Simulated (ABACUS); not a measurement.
## HfB2: equation of state with PBE

HfB2:

```
CELL_PARAMETERS angstrom
3.14000 0.00000 0.00000
-1.57000 2.71932 0.00000
0.00000 0.00000 3.48000
ATOMIC_POSITIONS crystal
Hf 0.00000 0.00000 0.00000
B 0.66667 0.33333 0.50000
B 0.33333 0.66667 0.50000
```

```json
{
 "Program": "ABACUS 3.10.1",
 "Task": "equation of state",
 "Functional": "PBE",
 "Potentials or basis": "PseudoDojo NC SR 0.4.1 PBE standard",
 "Cutoff": "1361 eV",
 "Density cutoff": "5442 eV",
 "Basis": "DZP LCAO (the cutoffs set its grid)",
 "k mesh": "10 × 10 × 8",
 "Occupations": "fermi-dirac, width 0.05 eV",
 "Spin": "no spin polarisation"
}
```

```json
{
 "Equilibrium volume": "10.00 Å³/atom",
 "Bulk modulus at fixed shape and positions": "251 GPa",
 "Pressure derivative of the bulk modulus": "3.9"
}
```

Energy against volume, from the lowest point:
| volume (Å³/atom) | energy (meV/atom) |
| --- | --- |
| 9.311 | 41.31 |
| 9.509 | 19.93 |
| 9.707 | 6.41 |
| 9.905 | 0.00 |
| 10.103 | 0.05 |
| 10.301 | 5.95 |
| 10.499 | 17.18 |

All runs of the series together: 66 s on 4 threads of AMD EPYC 7B13 (Zen 3), with other jobs on the host.

Caveat: the atomic orbitals were generated for these runs and aren't a published set; the cell was scaled at fixed shape and fractional positions, which overstates the stiffness of a crystal with free parameters, most of all of layers and chains; the basis of atomic orbitals isn't converged, which shifts pressures, moduli and gaps. The run has no spin-orbit coupling, so splittings on Hf are missing.
